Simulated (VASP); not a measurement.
Crystal: Te.

```
Te
1.0
     4.31392    0.00000    0.00000
    -2.15696    3.73597    0.00000
     0.00000    0.00000    5.96924
Te
3
Cartesian
  1.2298 0.0000 1.9897
  -0.6149 1.0651 3.9795
  1.5420 2.6709 0.0000
```

Base run:

- Program: VASP 6.6.1
- Functional: r2SCAN
- Potentials or basis: VASP PAW PBE potentials, release 64 (Te)
- Cutoff: 450 eV
- k mesh: 11 × 11 × 8
- Occupations: methfessel-paxton, width 0.1 eV
- Spin: no spin polarisation

Its results: band gap on the k mesh 0.30 eV, indirect (least direct gap 0.45 eV); pressure 1.9 GPa; largest force 0.173 eV/Å.

The run is repeated on the same cell with these changes: functional from r2SCAN to PBE; cutoff from 450 eV to 600 eV. What comes out?

Band gap on the k mesh 0.30 eV, indirect (least direct gap 0.39 eV); pressure 2.4 GPa; largest force 0.008 eV/Å.

Caveats: spin-orbit coupling is left out, which moves the levels of the heavy elements; an odd mesh through Γ misses points on the zone boundary, where band edges often lie; the PAW data sets were made with another functional, which shifts forces and pressure a little (some runs).
